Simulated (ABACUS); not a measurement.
Os:

```
Os
1.0
     2.73410    0.00000    0.00000
    -1.36705    2.36780    0.00000
     0.00000    0.00000    4.31970
Os
2
Direct
  0.66667 0.33333 0.75000
  0.33333 0.66667 0.25000
```

* Program: ABACUS 3.10.1
* Task: relaxation of cell and atoms
* Functional: revPBE
* Potentials or basis: PseudoDojo NC SR 0.4.1 PBE standard
* Cutoff: 1007 eV
* Density cutoff: 4027 eV
* Basis: plane waves
* k mesh: 9 × 9 × 5
* Occupations: fermi-dirac, width 0.05 eV
* Spin: no spin polarisation

At the start: pressure 10.7 GPa; volume 13.98 Å³/atom.

Q: How do energy, volume and symmetry change on relaxing?

A: Over 3 steps the energy falls by 12.0 meV/atom and the volume is 14.34 Å³/atom (+2.6 %); space group P6_3/mmc (No. 194, to 0.05 Å).

The path:
| step | energy change (eV) | largest force (eV/Å) | pressure (GPa) | volume (Å³) |
| --- | --- | --- | --- | --- |
| 1 | 0.0000 | 0.0000 | 10.68 | 27.96 |
| 2 | -0.0227 | 0.0000 | 2.28 | 28.53 |
| 3 | -0.0239 | 0.0000 | 0.08 | 28.69 |

Final structure:
```
Os
1.0
     2.75665    0.00000    0.00000
    -1.37832    2.38733    0.00000
     0.00000    0.00000    4.35925
Os
2
Cartesian
  1.3783 0.7958 3.2694
  0.0000 1.5916 1.0898
```

Caveat: the potentials were made for another functional, which shifts forces and pressure.
